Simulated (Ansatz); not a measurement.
Rough cost of magnetic runs on Pd (P63/mmc) in Ansatz 0.2.0, 1 thread of Arm Neoverse V2, on a shared host.

```
CELL_PARAMETERS angstrom
2.78367 0.00000 0.00000
-1.39183 2.41072 0.00000
0.00000 0.00000 4.62889
ATOMIC_POSITIONS crystal
Pd 0.66667 0.33333 0.75000
Pd 0.33333 0.66667 0.25000
```

| run | functional, mesh | k points solved | bands | iterations | wall time (s) | peak memory (GiB) |
| --- | --- | --- | --- | --- | --- | --- |
| PAW: volume scaled by 0.85 | PBE, 14×14×7 | 96 | 23 | 19 | 10 | 0.34 |
| LAPW: volume scaled by 1.18 | PBE, 14×14×7 | 96 | 35 | 13 | 63 | 0.67 |
| LAPW: volume scaled by 0.72, no spin polarisation | PBE, 14×14×7 | 96 | 41 | 8 | 29 | 0.53 |
| PAW: volume scaled by 0.9 | PBE, 14×14×7 | 96 | 23 | 16 | 9.8 | 0.34 |
| PAW: free moments from the typed start | PBE, 14×14×7 | 96 | 23 | 13 | 9.1 | 0.35 |
| PAW: volume scaled by 1.18, no spin polarisation | PBE, 14×14×7 | 96 | 22 | 6 | 3.5 | 0.33 |
| PAW: volume scaled by 0.72 | PBE, 14×14×7 | 96 | 23 | 18 | 9.7 | 0.32 |
| PAW: volume scaled by 1.05 | PBE, 14×14×7 | 96 | 23 | 13 | 11 | 0.36 |
| PAW: volume scaled by 0.85, no spin polarisation | PBE, 14×14×7 | 96 | 22 | 6 | 2.6 | 0.31 |

(1) Roughly how much dearer is an iteration by LAPW than by PAW among the runs with the first row's mesh and spin treatment (collinear)?

Results:

(1) About 8 times (medians of wall time over iterations; times from a shared host are rough).
